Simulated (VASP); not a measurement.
Here is a VASP 6.6.1 calculation.

The input POSCAR:

```
Ba
1.0
    0.0000000000      3.2326650028      3.2326650028
    3.2326650028      0.0000000000      3.2326650028
    3.2326650028      3.2326650028      0.0000000000
Ba
1
Direct
    0.0000000000      0.0000000000      0.0000000000
```

Contents of INCAR.step1:

```
ALGO     = Normal         # electronic algorithm
EDIFF    = 1E-4           # SCF threshold, eV
ENCUT    = 520            # plane-wave cutoff, eV
GGA      = PE             # functional
ISMEAR   = -1             # smearing method
LASPH    = T              # aspherical terms in the spheres
LCHARG   = F              # write CHGCAR
LREAL    = F              # projectors in reciprocal space
LWAVE    = T              # write WAVECAR
NBANDS   = 11             # bands
NELM     = 80             # most SCF steps
PREC     = Accurate       # precision mode
SIGMA    = 0.05           # smearing width, eV
```

The input INCAR.step2:

```
ALGO     = Normal         # electronic algorithm
EDIFF    = 1E-6           # SCF threshold, eV
ENCUT    = 520            # plane-wave cutoff, eV
ISIF     = 2              # what is computed and relaxed
ISMEAR   = -1             # smearing method
ISTART   = 1            
LASPH    = T              # aspherical terms in the spheres
LCHARG   = F              # write CHGCAR
LMIXTAU  = T            
LREAL    = F              # projectors in reciprocal space
LWAVE    = F              # write WAVECAR
METAGGA  = R2SCAN         # meta-GGA
NBANDS   = 11             # bands
NELM     = 80             # most SCF steps
PREC     = Accurate       # precision mode
SIGMA    = 0.05           # smearing width, eV
```

File KPOINTS:

```
k-points
0
Gamma
  9 9 9
```

Potentials or basis: VASP PAW PBE potentials, release 64 (Ba_sv).

The run is started by

```bash
$ cat potpaw_PBE.64/Ba_sv/POTCAR > POTCAR
$ cp INCAR.step1 INCAR
$ mpirun -np 1 vasp_std > vasp.out
$ cp INCAR.step2 INCAR
$ mpirun -np 1 vasp_std > vasp.out
```

(1) Predict the pressure.

(2) Estimate the band gap on the k mesh.

Results:

(1) -0.1 GPa.

(2) none (metal or under the smearing width).

Caveat: the PAW data sets were made with another functional, which shifts forces and pressure a little.
